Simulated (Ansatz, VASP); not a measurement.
## HfN: VASP beside Ansatz

Contents of INCAR:

```
SYSTEM = HfN
PREC = Accurate
ENCUT = 520
EDIFF = 1E-6
ISMEAR = -1
SIGMA = 0.08
LREAL = .FALSE.
LASPH = .TRUE.
NELM = 80
ALGO = Normal
ISIF = 2
LWAVE = .FALSE.
LCHARG = .FALSE.
GGA = PS
NBANDS = 14
```

Contents of KPOINTS:

```
regular mesh
0
G
  15 15 15
  0 0 0
```

File POSCAR:

```
HfN
1.0
    0.0000000000      2.0173110850      2.0173110850
    2.0173110850      0.0000000000      2.0173110850
    2.0173110850      2.0173110850      0.0000000000
Hf N
1 1
Direct
    0.0000000000      0.0000000000      0.0000000000
    0.5000000000      0.5000000000      0.5000000000
```

Input for Ansatz:

```yaml
crystal:
  lattice:
    - [0.0, 2.017311085, 2.017311085]
    - [2.017311085, 0.0, 2.017311085]
    - [2.017311085, 2.017311085, 0.0]
  atoms:
    - { symbol: Hf, position: [0.0, 0.0, 0.0] }
    - { symbol: "N", position: [0.5, 0.5, 0.5] }
kpoints:
  mp_grid: { grid: [15, 15, 15] }
scf:
  occupations: { method: fermi_dirac, width: 0.08 }
hamiltonian:
  xc: pbesol
  pseudopotentials: { kind: paw }
output:
  forces: true
  stress: true
  eigenvalues: true
basis:
  ecutwfc: 800
```

Change from the starting cell: volume scaled by 0.72, PAW files, ecut 800.

Alike in both runs: task single point; functional PBEsol; k mesh 15 × 15 × 15; occupations fermi-dirac, width 0.08 eV; no spin polarisation.

|  | VASP | Ansatz |
| --- | --- | --- |
| version | VASP 6.6.1 | Ansatz 0.2.0 |
| potentials or method | VASP PAW PBE potentials, release 64 (Hf_pv, N) | PAW with Ansatz's default frozen-core files, scalar-relativistic |
| plane-wave cutoff (eV) | 520 | 800 |
| valence electrons in the cell | 15 | 31 |

Ansatz gave:

* pressure (GPa): 186.3

**Question.** Which values does VASP return?

**Answer.** Pressure (GPa): 186.9.

The two sets of potentials don't hold the same shells in valence.

Caveats: the cell as given lies far from equilibrium; so large a pressure means that the cell lies far from this level's equilibrium, or that cutoff or potentials fall short (VASP); the potentials were made for another functional, which shifts forces and pressure (VASP). The runs have no spin-orbit coupling, so splittings on Hf are missing.
